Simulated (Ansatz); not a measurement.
**Ir: one contact scaled**

One table from this session's results is given with a row withheld; the runs are named, their logs left out.

Method: DFT PBE, with the methods named in each step, in Ansatz 0.2.0.

2 further runs of the same task are left out: 2 that didn't finish.

### The structure to begin with

It takes space group Fd-3m (No. 227, cubic). The conventional cell has a = 5.254 Å, b = 5.254 Å, c = 5.254 Å, α = 90.00°, β = 90.00°, γ = 90.00°. Around Ir (site symmetry -43m) lie 4 Ir at 2.28 Å.

Coordinates:

```
CELL_PARAMETERS angstrom
0.00000 2.62722 2.62722
2.62722 0.00000 2.62722
2.62722 2.62722 0.00000
ATOMIC_POSITIONS crystal
Ir 0.87500 0.87500 0.87500
Ir 0.12500 0.12500 0.12500
```

Atoms are numbered in the order of the input: Ir1, Ir2.

The first run:

Contents of input.yaml:

```yaml
crystal:
  lattice:
    - [0.0, 2.6272165707, 2.6272165707]
    - [2.6272165707, 0.0, 2.6272165707]
    - [2.6272165707, 2.6272165707, 0.0]
  atoms:
    - { symbol: Ir, position: [-0.125, -0.125, -0.125] }
    - { symbol: Ir, position: [0.125, 0.125, 0.125] }
kpoints:
  mp_grid: { grid: [10, 10, 10] }
scf:
  occupations: { method: fermi_dirac, width: 0.05 }
hamiltonian:
  xc: pbe
  pseudopotentials: { kind: paw }
output:
  forces: true
  stress: true
  eigenvalues: true
  efg: { contact_densities: true }
  populations: true
```

Command:

```bash
$ ansatz run input.yaml --threads 1 --pin off --max-ram 2048MiB --backend cpu --events-out ev --progress --plain --runs-dir out
```

Among the steps run: Shortest bond scaled by 1, PAW; Shortest bond scaled by 1.1, PAW; Shortest bond scaled by 0.94, PAW; Shortest bond scaled by 0.82, PAW; Shortest bond scaled by 0.64, PAW; Shortest bond scaled by 0.64, PAW (source ansatz).

One table of the session follows, with a row left open; its other results are not shown here.

```
             method  length (Å)  F from the given length (eV/cell)  force along the bond (eV/Å)  pressure (GPa)  largest force (eV/Å)
                PAW       1.456                             37.344                      182.984          408.81               182.984
                PAW       1.866                              4.122                       27.149           94.38                27.149
                PAW       2.139                                  ?                            ?               ?                     ?
                PAW       2.275                              0.000                        0.000           49.36                 0.000
                PAW       2.503                              0.698                       -6.135           56.41                 6.135
PAW (source ansatz)       1.456                                  –                      167.094          375.10               167.094
```

Estimate the missing values for PAW, 2.139.

The run gave: F from the given length (eV/cell): 0.299; force along the bond (eV/Å): 4.724; pressure (GPa): 52.93; largest force (eV/Å): 4.724.

To keep in mind: Warnings in the runs' records: gradients without spin orbit.
